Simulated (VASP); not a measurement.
# HgSe (strained zincblende): a PBE single-point calculation in VASP

INCAR

```
LCHARG = .FALSE.
GGA = PE
ISIF = 2
NSW = 0
EDIFF = 1E-7
NBANDS = 16
ENCUT = 520
LREAL = .FALSE.
IBRION = -1
SIGMA = 0.02
NELM = 120
PREC = Accurate
LWAVE = .FALSE.
LASPH = .TRUE.
ISMEAR = -1
```

KPOINTS

```
KPOINTS created by Atomic Simulation Environment
0
Gamma
8 8 8
0 0 0
```

KPOINTS_OPT

```
special points
6
Reciprocal
0.0000000000 0.0000000000 0.0000000000 1
-0.5000000000 -0.5000000000 0.0000000000 1
-0.3750000000 -0.3750000000 0.2500000000 1
-0.3750000000 0.0000000000 0.3750000000 1
0.0000000000 0.0000000000 0.5000000000 1
-0.5000000000 -0.2500000000 0.2500000000 1
```

POSCAR

```
Hg Se
 1.0000000000000000
     0.0000000000000000    3.1545183991000001    3.1545183991000001
     3.1545183991000001    0.0000000000000000    3.1545183991000001
     3.1545183991000001    3.1545183991000001    0.0000000000000000
 Hg  Se
   1   1
Cartesian
  0.0000000000000000  0.0000000000000000  0.0000000000000000
  1.5772591995500000  1.5772591995500000  1.5772591995500000
```

VASP ran with the recommended PBE PAW datasets (18 valence electrons in the cell).

Command

```
mpirun -np 1 vasp_std
```

From OUTCAR

```
k-points           NKPTS =     29   k-points in BZ     NKDIM =     29   number of bands    NBANDS=     16

   NELECT =      18.0000    total number of electrons

   dimension x,y,z NGX =    36 NGY =   36 NGZ =   36
   dimension x,y,z NGXF=    72 NGYF=   72 NGZF=   72

  energy-cutoff  :      520.00
  volume of cell :       62.78
      direct lattice vectors                 reciprocal lattice vectors
     0.000000000  3.154518399  3.154518399    -0.158502800  0.158502800  0.158502800
     3.154518399  0.000000000  3.154518399     0.158502800 -0.158502800  0.158502800
     3.154518399  3.154518399  0.000000000     0.158502800  0.158502800 -0.158502800

 k-points in reciprocal lattice and weights: KPOINTS created by Atomic Simulation Env
   0.00000000  0.00000000  0.00000000       0.002
   0.12500000  0.00000000  0.00000000       0.016
   0.25000000  0.00000000  0.00000000       0.016
   0.37500000  0.00000000  0.00000000       0.016
   0.50000000  0.00000000  0.00000000       0.008
   0.12500000  0.12500000  0.00000000       0.012
   0.25000000  0.12500000  0.00000000       0.047
   0.37500000  0.12500000  0.00000000       0.047
   ...

 E-fermi :   0.7680

 k-point     1 :       0.0000    0.0000    0.0000
  band No.  band energies     occupation
      1     -11.9945      2.00000
      2      -5.8170      2.00000
      3      -5.8170      2.00000
      4      -5.8170      2.00000
      5      -5.2480      2.00000
      6      -5.2480      2.00000
      7      -0.3181      2.00000
      8       0.7537      1.34314
      9       0.7537      1.34314
     10       0.7537      1.34313
     11       6.3630      0.00000
     12       6.3630      0.00000
     13       6.3630      0.00000
     14       9.0445      0.00000
     15      11.8608      0.00000
     16      11.8608      0.00000

 k-point     2 :       0.1250    0.0000    0.0000
  band No.  band energies     occupation
      1     -11.9434      2.00000
      2      -5.7931      2.00000
      3      -5.7931      2.00000
      4      -5.7848      2.00000
      5      -5.2494      2.00000
      6      -5.2494      2.00000
      7      -1.0744      2.00000
      8       0.6276      1.99821
      9       0.6276      1.99821
     10       1.2915      0.00000
     11       6.0077      0.00000
     12       6.5481      0.00000
     13       6.5481      0.00000
     14       9.9895      0.00000
     15      11.1149      0.00000
     16      11.1149      0.00000

 k-point     3 :       0.2500    0.0000    0.0000
  band No.  band energies     occupation
      1     -11.8169      2.00000
      2      -5.7399      2.00000
      3      -5.7399      2.00000
      4      -5.6476      2.00000
      5      -5.2450      2.00000
      6      -5.2450      2.00000
      7      -2.2665      2.00000
      8       0.3435      2.00000
      9       0.3435      2.00000
     10       1.7568      0.00000
     11       6.0975      0.00000
     12       6.8848      0.00000
     13       6.8848      0.00000
     14      10.2871      0.00000
     15      10.8331      0.00000
     16      10.8331      0.00000

 k-point     4 :       0.3750    0.0000    0.0000
  band No.  band energies     occupation
      1     -11.6860      2.00000
      2      -5.6963      2.00000
      3      -5.6963      2.00000
      4      -5.3306      2.00000
      5      -5.2260      2.00000
      6      -5.2260      2.00000
      7      -3.4025      2.00000
      8       0.0797      2.00000
      9       0.0797      2.00000
     10       1.8513      0.00000
     11       6.9329      0.00000
     12       7.0328      0.00000
     13       7.0328      0.00000
     14       9.9533      0.00000
     15      11.4771      0.00000
     16      11.4771      0.00000

 k-point     5 :       0.5000    0.0000    0.0000
  band No.  band energies     occupation
      1     -11.6304      2.00000
      2      -5.6819      2.00000
      3      -5.6819      2.00000
      4      -5.2128      2.00000
      5      -5.2128      2.00000
      6      -5.0039      2.00000
      7      -4.0370      2.00000
      8      -0.0255      2.00000
      9      -0.0255      2.00000
     10       1.8433      0.00000
     11       7.0421      0.00000
     12       7.0421      0.00000
     13       7.4933      0.00000
     14       9.9461      0.00000
     15      12.3483      0.00000
     16      12.3483      0.00000

 k-point     6 :       0.1250    0.1250    0.0000
  band No.  band energies     occupation
      1     -11.9263      2.00000
      2      -5.8048      2.00000
      3      -5.7697      2.00000
      4      -5.7697      2.00000
      5      -5.2649      2.00000
      6      -5.2359      2.00000
      7      -1.1609      2.00000
      8       0.4276      2.00000
      9       0.4276      2.00000
     10       1.6663      0.00000
     11       5.5616      0.00000
     12       6.8018      0.00000
     13       6.8018      0.00000
     14       9.9945      0.00000
     15      10.4497      0.00000
     16      11.9274      0.00000

 k-point     7 :       0.2500    0.1250    0.0000
  band No.  band energies     occupation
      1     -11.8248      2.00000
      2      -5.7606      2.00000
      3      -5.7125      2.00000
      4      -5.6837      2.00000
      5      -5.2718      2.00000
      6      -5.2243      2.00000
      7      -2.0114      2.00000
      8       0.1065      2.00000
      9       0.1099      2.00000
     10       2.2300      0.00000
     11       5.3468      0.00000
     12       7.0793      0.00000
     13       7.2379      0.00000
     14       9.6126      0.00000
     15      11.3911      0.00000
     16      11.6587      0.00000

 k-point     8 :       0.3750    0.1250    0.0000
  band No.  band energies     occupation
      1     -11.6948      2.00000
      2      -5.7022      2.00000
      3      -5.6625      2.00000
      4      -5.4622      2.00000
      5      -5.2365      2.00000
      6      -5.2105      2.00000
      7      -3.0668      2.00000
      8      -0.2779      2.00000
      9      -0.1448      2.00000
     10       2.4805      0.00000
     11       5.9163      0.00000
     12       7.1041      0.00000
     13       7.4477      0.00000
     14      10.1299      0.00000
     15      11.3209      0.00000
     16      11.9952      0.00000

 k-point     9 :       0.5000    0.1250    0.0000
  band No.  band energies     occupation
      1     -11.6134      2.00000
      2      -5.6720      2.00000
      3      -5.6458      2.00000
      4      -5.2638      2.00000
      5      -5.2096      2.00000
      6      -5.0234      2.00000
      7      -3.8901      2.00000
      8      -0.5764      2.00000
      9      -0.1992      2.00000
     10       2.5014      0.00000
     11       6.4423      0.00000
     12       7.3814      0.00000
     13       7.4453      0.00000
     14      10.5133      0.00000
     15      11.6395      0.00000
     16      12.4203      0.00000

 k-point    10 :      -0.3750    0.1250    0.0000
  band No.  band energies     occupation
      1     -11.6319      2.00000
      2      -5.6681      2.00000
      3      -5.6622      2.00000
      4      -5.2604      2.00000
      5      -5.2359      2.00000
      6      -5.1239      2.00000
      7      -3.6767      2.00000
      8      -0.6511      2.00000
      9      -0.0291      2.00000
     10       2.4819      0.00000
     11       6.6345      0.00000
     12       7.1430      0.00000
     13       7.2439      0.00000
     14      10.7683      0.00000
     15      11.2071      0.00000
     16      12.1206      0.00000

 k-point    11 :      -0.2500    0.1250    0.0000
  band No.  band energies     occupation
      1     -11.7384      2.00000
      2      -5.7089      2.00000
      3      -5.6921      2.00000
      4      -5.5415      2.00000
      5      -5.2625      2.00000
      6      -5.2123      2.00000
      7      -2.7289      2.00000
      8      -0.4346      2.00000
      9       0.2815      2.00000
     10       2.3582      0.00000
     11       6.1270      0.00000
     12       6.9019      0.00000
     13       7.0289      0.00000
     14      10.3251      0.00000
     15      10.9587      0.00000
     16      11.8719      0.00000

 k-point    12 :      -0.1250    0.1250    0.0000
  band No.  band energies     occupation
      1     -11.8670      2.00000
      2      -5.7660      2.00000
      3      -5.7479      2.00000
      4      -5.7226      2.00000
      5      -5.2636      2.00000
      6      -5.2345      2.00000
      7      -1.7390      2.00000
      8       0.0737      2.00000
      9       0.5622      1.99993
     10       1.8848      0.00000
     11       5.7544      0.00000
     12       6.6939      0.00000
     13       6.9209      0.00000
     14      10.3487      0.00000
     15      10.8818      0.00000
     16      11.0356      0.00000

 ...

  Total       -0.3027123     -0.3027123     -0.3027123      0.0000000      0.0000000      0.0000000
  in kB       -7.7252307     -7.7252307     -7.7252307      0.0000000      0.0000000      0.0000000
  external PRESSURE =      -7.7252307 kB  Pullay stress =       0.0000000 kB

 POSITION                                       TOTAL-FORCE (eV/Angst)
 -----------------------------------------------------------------------------------
      0.00000      0.00000      0.00000        -0.000000     -0.000000     -0.000000
      1.57726      1.57726      1.57726         0.000000      0.000000      0.000000
 -----------------------------------------------------------------------------------
    total drift:                                0.000000      0.000000      0.000000

  FREE ENERGIE OF THE ION-ELECTRON SYSTEM (eV)
  ---------------------------------------------------
  free  energy   TOTEN  =        -4.0856424825 eV

  energy  without entropy=       -4.0854847915  energy(sigma->0) =       -4.08556364
```

* gap between bands v and c: 0.00 eV
* least direct gap: 0.00 eV
* pressure: -0.8 GPa

Band v is the last that the valence electrons fill when counted band by band, and c is the next.

The run took about 24 s on one core of a shared host (Intel Xeon Platinum 8488C) and held 0.21 GiB at most.
